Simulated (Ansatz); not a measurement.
Effect of uniaxial stress, 5 GPa compression along z on GeO2

Take GeO₂ in the rutile structure (space group P4_2/mnm, No. 136; a = 4.428 Å, c = 2.884 Å) as the base. Axes: x, y, z lie along a, b, c of the conventional cell.

It is then changed as follows: uniaxial stress, 5 GPa compression along z, with the cell and atoms free to relax against it.

The values are results of PBEsol (Ansatz, a first-principles code; PAW; 420 eV plane waves; spin-orbit coupling left out), not measurements. Γ-centred 8×8×11 mesh, Fermi–Dirac width 0.05 eV.

```json
[
 {"quantity": "volume per atom", "base": "9.43 Å³", "changed": "9.40 Å³", "shift": "-0.03 Å³"},
 {"quantity": "energy relative to the base (free energy F)", "base": "0 meV/atom", "changed": "+1.7 meV/atom", "shift": "+1.7 meV/atom"},
 {"quantity": "band gap", "base": "1.57 eV", "changed": "1.69 eV", "shift": "+0.125 eV"},
 {"quantity": "gap character", "base": "direct at Γ", "changed": "direct at Γ", "shift": "–"},
 {"quantity": "width of the top valence band", "base": "1.90 eV", "changed": "1.91 eV", "shift": "+0.01 eV"},
 {"quantity": "electron mass", "base": "0.20 mₑ along c, 0.24 mₑ across (at Γ)", "changed": "0.21 mₑ along z, 0.26 mₑ across (at Γ)", "shift": "–"},
 {"quantity": "hole mass", "base": "1.9 mₑ along c, 1.1 mₑ across (at Γ)", "changed": "1.9 mₑ along z, 1.1 mₑ across (at Γ)", "shift": "–"},
 {"quantity": "valence-band top at Γ (three highest levels, from the VBM)", "base": "0.00, -0.82, -0.82 eV", "changed": "0.00, -0.85, -0.85 eV", "shift": "–"},
 {"quantity": "strain response (xx, yy, zz)", "base": "–", "changed": "(+0.42, +0.42, −1.15) %", "shift": "–"},
 {"quantity": "secant Young's modulus along z", "base": "–", "changed": "430 GPa", "shift": "–"},
 {"quantity": "mean lateral Poisson ratio", "base": "–", "changed": "0.36", "shift": "–"}
]
```

Masses are band curvatures over ±0.01 Å⁻¹ around the edge. Beyond what the load breaks, stability against distortions was not tested.
